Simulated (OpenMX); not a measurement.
Runs of OpenMX 3.8.5 on ZrO2. It takes space group Fm-3m (No. 225, cubic). Conventional cell: a = 5.090 Å, b = 5.090 Å, c = 5.090 Å, α = 90.00°, β = 90.00°, γ = 90.00°. Zr (site symmetry m-3m) is surrounded by 8 O at 2.20 Å. O (site symmetry -43m) has 4 Zr at 2.20 Å as nearest neighbours. Measurements of this composition are mostly on another form, of space group No. 14.

| task | level | potentials or basis | grid points, held for all volumes | max SCF cycles | gap on the mesh (eV) | pressure (GPa) | V0 of scaled cells (Å³/atom) | B0 (GPa) |
| --- | --- | --- | --- | --- | --- | --- | --- | --- |
| equation of state | PBE | OpenMX 2013 PBE set, Zr7.0-s3p2d1, O6.0-s2p2, fixed grid of 35 × 35 × 35 points | 35 × 35 × 35 | - | - | - | 11.53 | (a) |
| band structure | PBE | OpenMX 2013 PBE set, Zr7.0-s3p2d1, O6.0-s2p2, grid cutoff 400 Ry | - | 100 | 3.05 | 11.8 | - | - |
| band structure | LDA | OpenMX 2013 LDA set, Zr7.0-s3p2d2, O6.0-s2p2d1, grid cutoff 400 Ry | - | 100 | (b) | -3.6 | - | - |
| equation of state | LDA | OpenMX 2013 LDA set, Zr7.0-s3p2d2, O6.0-s2p2d1, fixed grid of 35 × 35 × 35 points | 35 × 35 × 35 | - | - | - | 10.83 | 253 |

Alike in all rows: no spin polarisation; cell as given; k mesh 9 × 9 × 9; smearing fermi-dirac 0.05 eV.

Question: Fill in the values left out.

Answer: (a) 222; (b) 2.88.

Caveats: the basis of atomic orbitals isn't converged, which shifts pressures, moduli and gaps; volumes in these bases differ from converged ones by about 1 %, for some elements by several (some runs).

A k mesh can miss the band edges, and the runs leave out spin-orbit coupling on Zr.
